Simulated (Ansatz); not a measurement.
Bulk crystal (WS2) after relaxation:

```xyz
3
Lattice="1.5738 0.9086 6.3705 -1.5738 0.9086 6.3705 0.0000 -1.8173 6.3705" Properties=species:S:1:pos:R:3 pbc="T T T"
W     0.0000    0.0000   -0.0128
S     0.0000    0.0000   14.2946
S     0.0000    0.0000   11.1612
```

Miller indices refer to the conventional cell of R3m (No. 160), a = 3.148 Å, b = 3.148 Å, c = 19.111 Å, α = 90.00°, β = 90.00°, γ = 120.00°. The bulk's gap is 1.14 eV.

The (012) slab of 15 planes, 12.7 Å thick with 15 Å of vacuum as cut; outer planes W (top) and S (bottom).

Computed with Ansatz 0.2.0, DFT PBEsol, scalar-relativistic, plane waves, PAW. Cutoff 420 eV; k points 8×4×1 on the computed 15-atom cell (Γ-centred); Gaussian smearing, width 0.05 eV; no spin polarisation. A dipole correction removes the field between periodic images along c.

This cut of an insulator is polar or leaves open shells, so the slab is metallic here; real surfaces compensate by reconstruction or adsorbates.

Results for the relaxed slab:

- Surface energy (mean of both faces): 2.80 J/m²
- Gap of the slab on the mesh: none (metal or semimetal)
- Work function: 3.93 eV (top), 4.58 eV (bottom)
- Dipole of the slab along +c, per cell: 0.07 e·Å

Relaxation lowers the energy by 0.981 J/m² a face; the largest move is 0.804 Å.

```
plane (bottom to top) atoms spacing to next, bulk (Å) relaxed (Å) change (%)
                    1      S                      0.860        0.634       -26.3
                    2      S                      1.318        1.771       +34.4
                    3      W                      0.444        0.254       -42.8
                    4      S                      0.860        0.973       +13.2
                    5      S                      1.318        1.238        -6.1
                    6      W                      0.444        0.426        -4.0
                    7      S                      0.860        0.919        +6.9
                    8      S                      1.318        1.281        -2.8
                    9      W                      0.444        0.399       -10.1
                   10      S                      0.860        0.926        +7.8
                   11      S                      1.318        1.253        -4.9
                   12      W                      0.444        0.440        -0.8
                   13      S                      0.860        0.969       +12.7
                   14      S                      1.318        0.995       -24.5
                   15      W
```

Spin-orbit coupling is left out, which matters for the bands of heavy elements.

The reference crystal is a form of WS2, which isn't its usual structure.